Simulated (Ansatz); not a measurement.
# Preparing GaN (P6_3mc) as a host crystal, part 2 of 2

Aim: the runs on the perfect crystal GaN (P6_3mc) that a defect calculation needs first.

Ansatz 0.2.0; plane-wave PAW DFT, r2SCAN; single point of the host's primitive cell on a dense mesh; PAW set soft_1 (the session's first sound run).

So far: The structure; Primitive cell on a dense mesh; Self-consistent run; Defect free supercell relaxed from its symmetric sites.

### Step 5. Defect free supercell relaxed from displaced atoms

This step: plane-wave PAW DFT, r2SCAN; relaxation of the defect-free supercell from random displacements, a test of the host's stability; PAW set soft_1 (Ansatz 0.2.0).

Contents of pristine.rattled/input.yaml:

```yaml
crystal:
  lattice:
    - [6.3665450895, 0.0, 0.0]
    - [-3.1832725448, 5.5135897818, 0.0]
    - [0.0, 0.0, 10.3676632292]
  atoms:
    - { symbol: Ga, position: [0.3333333334, 0.1666666666, 0.249553118] }
    - { symbol: Ga, position: [0.1666666666, 0.3333333334, 0.499553118] }
    - { symbol: "N", position: [0.3333333334, 0.1666666666, 0.437946882] }
    - { symbol: "N", position: [0.1666666666, 0.3333333334, 0.187946882] }
    - { symbol: Ga, position: [0.3333333334, 0.1666666666, 0.749553118] }
    - { symbol: Ga, position: [0.1666666666, 0.3333333334, 0.999553118] }
    - { symbol: "N", position: [0.3333333334, 0.1666666666, 0.937946882] }
    - { symbol: "N", position: [0.1666666666, 0.3333333334, 0.687946882] }
    - { symbol: Ga, position: [0.3333333334, 0.6666666666, 0.249553118] }
    - { symbol: Ga, position: [0.1666666666, 0.8333333333, 0.499553118] }
    - { symbol: "N", position: [0.3333333334, 0.6666666666, 0.437946882] }
    - { symbol: "N", position: [0.1666666666, 0.8333333333, 0.187946882] }
    - { symbol: Ga, position: [0.3333333334, 0.6666666666, 0.749553118] }
    - { symbol: Ga, position: [0.1666666666, 0.8333333333, 0.999553118] }
    - { symbol: "N", position: [0.3333333334, 0.6666666666, 0.937946882] }
    - { symbol: "N", position: [0.1666666666, 0.8333333333, 0.687946882] }
    - { symbol: Ga, position: [0.8333333333, 0.1666666666, 0.249553118] }
    - { symbol: Ga, position: [0.6666666666, 0.3333333334, 0.499553118] }
    - { symbol: "N", position: [0.8333333333, 0.1666666666, 0.437946882] }
    - { symbol: "N", position: [0.6666666666, 0.3333333334, 0.187946882] }
    - { symbol: Ga, position: [0.8333333333, 0.1666666666, 0.749553118] }
    - { symbol: Ga, position: [0.6666666666, 0.3333333334, 0.999553118] }
    - { symbol: "N", position: [0.8333333333, 0.1666666666, 0.937946882] }
    - { symbol: "N", position: [0.6666666666, 0.3333333334, 0.687946882] }
    - { symbol: Ga, position: [0.8333333333, 0.6666666666, 0.249553118] }
    - { symbol: Ga, position: [0.6666666666, 0.8333333333, 0.499553118] }
    - { symbol: "N", position: [0.8333333333, 0.6666666666, 0.437946882] }
    - { symbol: "N", position: [0.6666666666, 0.8333333333, 0.187946882] }
    - { symbol: Ga, position: [0.8333333333, 0.6666666666, 0.749553118] }
    - { symbol: Ga, position: [0.6666666666, 0.8333333333, 0.999553118] }
    - { symbol: "N", position: [0.8333333333, 0.6666666666, 0.937946882] }
    - { symbol: "N", position: [0.6666666666, 0.8333333333, 0.687946882] }
basis:
  ecutwfc: 500
  xc_grid: 2
hamiltonian:
  xc: r2scan
  pseudopotentials: { kind: paw, azcp: { folder: soft_1 } }
kpoints:
  mp_grid: { grid: [2, 2, 2], shift: [0.5, 0.5, 0.5] }
scf:
  occupations: { method: fermi_dirac, width: 0.01 }
  max_iter: 80
output:
  forces: true
relax:
  f_tol: 0.01
  max_steps: 120
  random_displacement: { amplitude: 0.08, seed: 8075 }
checkpoint:
  write: "../pristine.rattled.run"
  compress: false
  write_wavefunctions: false
  write_every: 100000
```

The run is started by

```sh
ansatz run input.yaml --threads 4 --pin off --max-ram 7536MiB --backend cpu --events-out ev --progress --plain --runs-dir out
```

Numbers of over 12 decimals in the logs are rounded to 6 here.

Output:

```text
[...]
Crystal: 32 atoms, lattice volume = 363.931 Å³
Basis set: ecut = 500 eV, 9211 PW (Γ), exchange–correlation on 96×96×160 points (8 copies of the dense FFT grid, shifted against one another)
Bands: 176, of which v1, the nominal top of the filled ones, is band 144 counted from 1 (143 counted from 0)
Symmetry: 1 space group operations
k-points: 4 of 8 (time reversal used)
[...]
SCF iter   1: F=—  HF=-66828.267727 eV  |F-HF|=—  |Δ(HF+E_count)|=         —  Δρ=1.17e-1  dr2=4.02e1  dr2_τ=4.69e0  ethr=3.10e-3  ⟨swp⟩=5.8  Hψ=2339  notcnv=0  defer=1
[...]
SCF iter   9: F=-66820.444100 eV  HF=-66820.444100 eV  |F-HF|=4.92e-7  |Δ(HF+E_count)|=   3.88e-7  Δρ=1.78e-5  dr2=1.18e-6  dr2_τ=1.11e-7  ethr=8.68e-10  ⟨swp⟩=2.0  Hψ=2431  notcnv=0
SCF 1 converged in 9 iterations: F = -66820.444100 eV  dr2 = 1.18e-6
[...]
relax step   1: F+E_penalty+E_count = -66820.44409972 eV  Δ(F+E_penalty+E_count) = +0.000e0 eV  max|allowed force component| = 2.421e0 eV/Å  Δτ_max = 0.0000 Å  (9 SCF iters, dr2 threshold 2.50e-6 eV, accepted)
[... the SCF cycles and remarks between the steps are left out from here to the last step ...]
relax step   2: F+E_penalty+E_count = -66821.92245039 eV  Δ(F+E_penalty+E_count) = -1.478e0 eV  max|allowed force component| = 1.318e0 eV/Å  Δτ_max = 0.0807 Å  (7 SCF iters, dr2 threshold 1.00e-4 eV, accepted)
relax step   3: F+E_penalty+E_count = -66822.39492562 eV  Δ(F+E_penalty+E_count) = -4.725e-1 eV  max|allowed force component| = 1.429e-2 eV/Å  Δτ_max = 0.0566 Å  (6 SCF iters, dr2 threshold 1.00e-4 eV, accepted)
relax step   4: F+E_penalty+E_count = -66822.39493299 eV  Δ(F+E_penalty+E_count) = -7.374e-6 eV  max|allowed force component| = 1.423e-2 eV/Å  Δτ_max = 0.0000 Å  (4 SCF iters, accepted)
SCF iter   1: F=—  HF=-66822.395132 eV  |F-HF|=—  |Δ(HF+E_count)|=         —  Δρ=2.64e-4  dr2=8.96e-5  dr2_τ=3.15e-4  ethr=5.35e-7  ⟨swp⟩=2.0  Hψ=1402  notcnv=0  defer=62
[...]
SCF iter   5: F=-66822.395037 eV  HF=-66822.395037 eV  |F-HF|=6.02e-9  |Δ(HF+E_count)|=   2.50e-8  Δρ=3.35e-6  dr2=3.58e-8  dr2_τ=1.26e-9  ethr=3.47e-11  ⟨swp⟩=2.0  Hψ=2429  notcnv=0
SCF 5 converged in 5 iterations: F = -66822.395037 eV  dr2 = 3.58e-8
relax step   5: F+E_penalty+E_count = -66822.39503714 eV  Δ(F+E_penalty+E_count) = -1.041e-4 eV  max|allowed force component| = 3.225e-3 eV/Å  Δτ_max = 0.0015 Å  (5 SCF iters, accepted)
[...]
SCF iter   2: F=-66822.395037 eV  HF=-66822.395037 eV  |F-HF|=5.75e-9  |Δ(HF+E_count)|=   6.07e-9  Δρ=2.09e-6  dr2=1.48e-8  dr2_τ=3.65e-10  ethr=1.24e-11  ⟨swp⟩=3.0  Hψ=1864  notcnv=0
SCF 6 converged in 2 iterations: F = -66822.395037 eV  dr2 = 1.48e-8
SCF converged after 2 iterations
Free energy (F): -66822.395037 eV
[...]
Internal energy: -66822.395037 eV  (E = F + TS)
E sigma→0 (E₀):  -66822.395037 eV
Fermi energy:    11.184750 eV
[...]
--- Forces (eV/Å), atoms counted from 1 ---
  atom   1  Ga     0.00020099    -0.00247540     0.00044004
  atom   2  Ga    -0.00234055     0.00099690     0.00138844
  atom   3  N     -0.00003735     0.00026499    -0.00056770
  atom   4  N      0.00088433     0.00120374     0.00011592
  atom   5  Ga    -0.00115582     0.00033403     0.00113324
  atom   6  Ga    -0.00326268    -0.00003747    -0.00072166
  atom   7  N      0.00101354    -0.00031307    -0.00044714
  atom   8  N     -0.00058601     0.00022708    -0.00121183
  atom   9  Ga     0.00103511     0.00027076     0.00113077
  atom  10  Ga     0.00248456    -0.00293753    -0.00055959
  atom  11  N      0.00025417    -0.00007569    -0.00062940
  atom  12  N     -0.00018021     0.00228888     0.00085605
  atom  13  Ga     0.00159275    -0.00051812     0.00126001
  atom  14  Ga     0.00227995     0.00006010     0.00022940
  atom  15  N      0.00063707    -0.00107683    -0.00020078
  atom  16  N     -0.00027885     0.00146795    -0.00018687
  atom  17  Ga    -0.00208351    -0.00134119     0.00259481
  atom  18  Ga     0.00094591     0.00148478     0.00007758
  atom  19  N     -0.00141860    -0.00051922    -0.00028117
  atom  20  N     -0.00156701     0.00196887     0.00018634
  atom  21  Ga    -0.00133951     0.00068679     0.00002925
  atom  22  Ga    -0.00080953     0.00020260    -0.00023472
  atom  23  N      0.00128532     0.00059204     0.00055603
  atom  24  N     -0.00048374     0.00102797    -0.00001054
  atom  25  Ga     0.00122650    -0.00094380     0.00128972
  atom  26  Ga     0.00204239    -0.00044334     0.00063420
  atom  27  N     -0.00083435     0.00001264    -0.00014720
  atom  28  N     -0.00028562     0.00093091     0.00115344
  atom  29  Ga     0.00106352    -0.00132560     0.00019173
  atom  30  Ga    -0.00098991    -0.00080496    -0.00165832
  atom  31  N      0.00049279    -0.00068993    -0.00022099
  atom  32  N     -0.00042730     0.00034950    -0.00003457
  max |Σ_I F_I| component: 6.15e-3 eV/Å
--- Relaxed structure (5 steps of the walk, 5 accepted, 0 SCFs on fresh bases) ---
  F+E_penalty+E_count = -66822.39503714 eV   max|allowed force component| = 3.225e-3 eV/Å
  atoms:
    - { symbol: Ga, position: [0.333206, 0.165453, 0.250506] }
    - { symbol: Ga, position: [0.166843, 0.331831, 0.500511] }
    - { symbol: N, position: [0.333490, 0.165160, 0.438906] }
    - { symbol: N, position: [0.166530, 0.332106, 0.188903] }
    - { symbol: Ga, position: [0.333210, 0.165425, 0.750510] }
    - { symbol: Ga, position: [0.166864, 0.331854, 1.000508] }
    - { symbol: N, position: [0.333484, 0.165161, 0.938910] }
    - { symbol: N, position: [0.166545, 0.332102, 0.688916] }
    - { symbol: Ga, position: [0.333142, 0.665441, 0.250510] }
    - { symbol: Ga, position: [0.166752, 0.831852, 0.500518] }
    - { symbol: N, position: [0.333432, 0.665170, 0.438912] }
    - { symbol: N, position: [0.166472, 0.832090, 0.188903] }
    - { symbol: Ga, position: [0.333151, 0.665443, 0.750508] }
    - { symbol: Ga, position: [0.166753, 0.831826, 1.000509] }
    - { symbol: N, position: [0.333464, 0.665193, 0.938910] }
    - { symbol: N, position: [0.166473, 0.832088, 0.688912] }
    - { symbol: Ga, position: [0.833227, 0.165440, 0.250498] }
    - { symbol: Ga, position: [0.666814, 0.331803, 0.500513] }
    - { symbol: N, position: [0.833515, 0.165165, 0.438902] }
    - { symbol: N, position: [0.666531, 0.332078, 0.188906] }
    - { symbol: Ga, position: [0.833216, 0.165422, 0.750515] }
    - { symbol: Ga, position: [0.666824, 0.331817, 1.000511] }
    - { symbol: N, position: [0.833498, 0.165164, 0.938910] }
    - { symbol: N, position: [0.666533, 0.332083, 0.688910] }
    - { symbol: Ga, position: [0.833145, 0.665428, 0.250509] }
    - { symbol: Ga, position: [0.666759, 0.831831, 0.500502] }
    - { symbol: N, position: [0.833437, 0.665146, 0.438909] }
    - { symbol: N, position: [0.666484, 0.832090, 0.188908] }
    - { symbol: Ga, position: [0.833138, 0.665433, 0.750511] }
    - { symbol: Ga, position: [0.666799, 0.831845, 1.000524] }
    - { symbol: N, position: [0.833435, 0.665157, 0.938909] }
    - { symbol: N, position: [0.666488, 0.832100, 0.688903] }
```

The job ended after 47 s (4 threads of Intel Xeon at 2.60GHz (Ice Lake), shared host; peak memory 1.9 GiB; 2.9 min of CPU time).

The steps of the relaxation:

```csv
step,energy less that of the first step (eV),largest force component (eV/Å)
1,0.0000,2.4205
2,-1.4784,1.3184
3,-1.9508,0.0143
4,-1.9508,0.0142
5,-1.9509,0.0032
```

The relaxation ends 61 meV an atom lower than the displaced start, with a largest force component of 0.0032 eV/Å.

### Step 6. What came out

| Quantity | Value |
| --- | --- |
| supercell relaxed in its symmetry less the displaced and relaxed one | 0.000 eV |
| energy an atom at one point at (¼, ¼, ¼) less that on the dense mesh | -0.124 eV |

**Reading.** Step 5: The energy fell by 1.951 eV from the randomly displaced start; the atoms end within 0.005 Å of the sites as typed, once the mean shift is taken out. The displaced cell ends within 0.01 eV of the symmetric one relaxed in its symmetry, so no lower structure shows in this supercell. All at zero temperature.

[Logs are printed without paths, hosts, clocks, repeated set-up lines and the standing remarks that a program may print on its own settings, such as how far it seeks lower states.]

[Hosts, paths, dates, database ids (printed as entryN), source tags and the programs' standing remarks are cut or masked in the printed files.]

[Runs of the host that timed out are not shown.]

[For some hosts the program warned that the k-mesh of the response run may be too coarse for force constants and the static dielectric constant; such warnings are not always shown.]

[The program warned that the k-mesh of a response run behind this text may be too coarse: force constants, and the static dielectric constant and all else formed from them, are not shown converged.]
